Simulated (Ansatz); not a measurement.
Input for Ansatz (plane-wave DFT, PAW):

```yaml
crystal:
  lattice:
    - [4.2217594497, -0.0841837035, 0.0046460879]
    - [-0.0841837035, 4.3767853381, 0.0121906528]
    - [0.0046460879, 0.0121906528, 4.4503555013]
  atoms:
    - { symbol: Ba, position: [-0.0124294247, -0.0057243858, -0.0032938679] }
    - { symbol: Te, position: [0.5124294247, 0.5057243858, 0.5032938679] }
basis:
  ecutwfc: 420
kpoints:
  mp_grid: { grid: [6, 6, 6] }
hamiltonian:
  xc: pbe
scf:
  occupations: { method: gaussian, width: 0.02 }
output:
  forces: true
  stress: true
  eigenvalues: true
```

Command:
```bash
ansatz run input.yaml --threads 1 --pin off --max-ram 1331MiB --backend cpu --events-out ev --progress --plain --runs-dir out
```

All numbers below come from Ansatz 0.2.0, DFT PBE, scalar-relativistic, plane waves, PAW.

Part of what the program printed, abridged (final results; tables in files aren't shown):

```
SCF 1 converged in 6 iterations: F = -12932.739746 eV  dr2 = 1.63e-8
SCF converged after 6 iterations
Free energy (F): -12932.739746 eV
Harris-Foulkes:  -12932.739746 eV  (|F-HF|=9.67e-9)
Internal energy: -12932.739746 eV  (E = F + TS)
E sigma→0 (E₀):  -12932.739746 eV
Fermi energy:    8.261059 eV
--- Per-component energies (eV) ---
  E_band       = -319.536904
  E_kinetic    = 347.781888
  E_local      = -1742.412503  (includes V_loc(G=0)·N_el)
  E_nonlocal   = -253.234987
  E_hartree    = 992.533428
  E_xc         = -292.523631
  E_vxc        = -239.985257  (∫ρ·V_xc dr)
  E_paw        = -9888.652127  (= ΣΔE_a)
  E_vpaw       = -416.750686  (= ΣTr[D̂ρ^β])
  E_aug_tail   = -0.000190  (compensation charges beyond the density's cutoff)
  E_ewald      = -2096.231624
  E_smearing   =  0.000000  (= −TS)
--- Forces (eV/Å), atoms counted from 1 ---
  atom   1  Ba     0.06278439     0.04454542     0.00926701
  atom   2  Te    -0.06291564    -0.04462083    -0.00931485
--- Stress (GPa, compression-positive) ---
        0.116729       0.104069       0.015661
        0.104069      -2.287634      -0.002779
        0.015661      -0.002779      -3.360917
  P = ⅓ Tr σ = -1.8439 GPa (-18.439 kbar)
--- Band table (eV; the first three rows and the last of 112) ---
  k-point 0: bands = ["-27.7885", "-27.7857", "-27.7775", "-27.7726", "-27.7678", "-20.4581", "-5.5082", "-5.5032", "-5.4808", "-2.4640", "7.1326", "7.2587", "7.5328", "8.6449", "8.7119", "9.8263", "11.9344"]
  k-point 1: bands = ["-27.7885", "-27.7855", "-27.7776", "-27.7726", "-27.7678", "-20.4544", "-5.6129", "-5.4944", "-5.4729", "-2.3211", "6.1334", "7.1435", "7.4711", "8.8230", "9.3903", "10.6892", "12.1074"]
  k-point 2: bands = ["-27.7886", "-27.7851", "-27.7777", "-27.7726", "-27.7677", "-20.4469", "-5.8024", "-5.4773", "-5.4575", "-2.0371", "4.9982", "6.9091", "7.3367", "9.1091", "10.7426", "11.9736", "12.3594"]
  k-point 111: bands = ["-27.7890", "-27.7842", "-27.7781", "-27.7731", "-27.7655", "-20.3998", "-5.8056", "-5.6998", "-5.6630", "-1.6573", "5.0593", "5.0932", "5.1016", "12.0604", "12.1159", "12.4344", "13.4763"]
```

The calculation finished and met its thresholds.